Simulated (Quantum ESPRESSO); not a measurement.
Crystal: As.

```
As
1.0
     1.88080    1.08588    3.51406
    -1.88080    1.08588    3.51406
     0.00000   -2.17176    3.51406
As
2
Direct
  0.22600 0.22600 0.22600
  0.77400 0.77400 0.77400
```

Base run:

| Item | Value |
| --- | --- |
| Program | Quantum ESPRESSO 7.5 |
| Functional | AM05 |
| Potentials or basis | SG15 PBE 1.2 |
| Cutoff | 952 eV |
| Density cutoff | 3810 eV |
| k mesh | 9 × 9 × 9 |
| Occupations | fermi-dirac, width 0.05 eV |
| Spin | no spin polarisation |

Its results: band gap on the k mesh none (metal or under the smearing width); pressure 2.3 GPa; largest force 0.587 eV/Å.

Task: After a change of settings the same cell gave: band gap on the k mesh none (metal or under the smearing width); pressure 4.0 GPa; largest force 0.490 eV/Å. Which change was it?
A. functional from AM05 to RPBE
B. functional from AM05 to PBE
C. functional from AM05 to vdW-DF-cx
D. functional from AM05 to LDA

Result: B.

PBE binds less tightly than AM05, so the same cell stands under more pressure.

Caveats: the potentials were made for another functional, which shifts forces and pressure (some runs).
